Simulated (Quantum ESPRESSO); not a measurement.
Input of a Quantum ESPRESSO 7.5 run:

The input pw.in:

```
&CONTROL
  calculation = 'relax'
  prefix = 'pwscf'
  outdir = './tmp'
  pseudo_dir = './pseudo'
  tprnfor = .true.
  disk_io = 'low'
  nstep = 40
  forc_conv_thr = 0.0004
  etot_conv_thr = 1d-05
/
&SYSTEM
  ibrav = 0
  nat = 3
  ntyp = 2
  ecutwfc = 80
  nbnd = 20
  occupations = 'smearing'
  smearing = 'gaussian'
  degauss = 0.00146997
/
&ELECTRONS
  conv_thr = 6d-10
  electron_maxstep = 120
  mixing_beta = 0.5
/
&IONS
  ion_dynamics = 'bfgs'
/
ATOMIC_SPECIES
S     32.0600 S.upf
Mo    95.9500 Mo.upf
CELL_PARAMETERS angstrom
   3.2874400000    0.0000000000    0.0000000000
  -1.6437200000    2.7375063014    0.0000000000
   0.0000000000    0.0000000000   21.1300000000
ATOMIC_POSITIONS crystal
S      0.6666666667    0.3333333333    0.4259346900
Mo     0.3333333333    0.6666666667    0.5000000000
S      0.6666666667    0.3333333333    0.5740653100
K_POINTS automatic
10 10 1 0 0 0
```

Potentials or basis: PseudoDojo 0.4.1 SR PBEsol standard.

Launch:

```console
$ OMP_NUM_THREADS=1 pw.x -in pw.in > pw.out
```

**Question.** Predict the band gap on the k mesh.

**Answer.** 1.32 eV, indirect (least direct gap 1.66 eV).

**Question.** Estimate the energy gained by relaxing.

**Answer.** 7.7 meV/atom.

Forces in eV/Å, atoms in the order of the input:
```
S    0.000 -0.003  0.001
Mo   0.000  0.006  0.000
S    0.000 -0.003 -0.001
```
